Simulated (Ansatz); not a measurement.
CdF2: response to strain

Base system: CdF2 in the fluorite structure (space group Fm-3m, No. 225; a = 5.384 Å). Axes: x, y, z lie along the cube axes.

Strains are applied to the cell and any free atomic positions relax; under stress the whole cell relaxes.

Levels (all Ansatz, a quantum-chemistry and plane-wave program, PAW): PBEsol (420 eV, no spin-orbit coupling); r2SCAN (500 eV, no SOC); HSE06 (420 eV, no spin-orbit coupling).

Band gaps by level, all at the geometries relaxed with PBEsol:

| case | PBEsol | r2SCAN | HSE06 |
|---|---|---|---|
| base | 2.94 eV | 3.80 eV | 5.22 eV |
| isotropic strain +0.68 % | 2.87 eV | 3.73 eV | 5.13 eV |
| uniaxial stress, 0.5 GPa tension along z | 2.93 eV | 3.79 eV | 5.21 eV |

Single points use the geometry relaxed with PBEsol. The hybrid gap comes from the SCF mesh plus the semilocal run's edge points and a few special points and is an upper bound. Beyond what the load breaks, stability against distortions was not tested.
